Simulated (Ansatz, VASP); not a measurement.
# Two plane-wave programs on P

```
P
1.0
    -1.41838    1.41838    1.41838
     1.41838   -1.41838    1.41838
     1.41838    1.41838   -1.41838
P
1
Direct
  0.00000 0.00000 0.00000
```

Change from the starting cell: volume scaled by 0.84, PAW files, core large.

Alike in both runs: task single point; functional LDA; k mesh 17 × 17 × 17; occupations fermi-dirac, width 0.05 eV; no spin polarisation.

```csv
,VASP,Ansatz
version,VASP 6.6.1,Ansatz 0.2.0
potentials or method,"VASP PAW LDA potentials, release 64 (P)","PAW with other files of Ansatz's library (core large), scalar-relativistic"
plane-wave cutoff (eV),520,420
valence electrons in the cell,5,5
```

|  | VASP | Ansatz | Ansatz less VASP |
| --- | --- | --- | --- |
| pressure (GPa) | 26.2 | 26.5 | +0.35 |

Caveats: so large a pressure means that the cell lies far from this level's equilibrium, or that cutoff or potentials fall short (VASP).
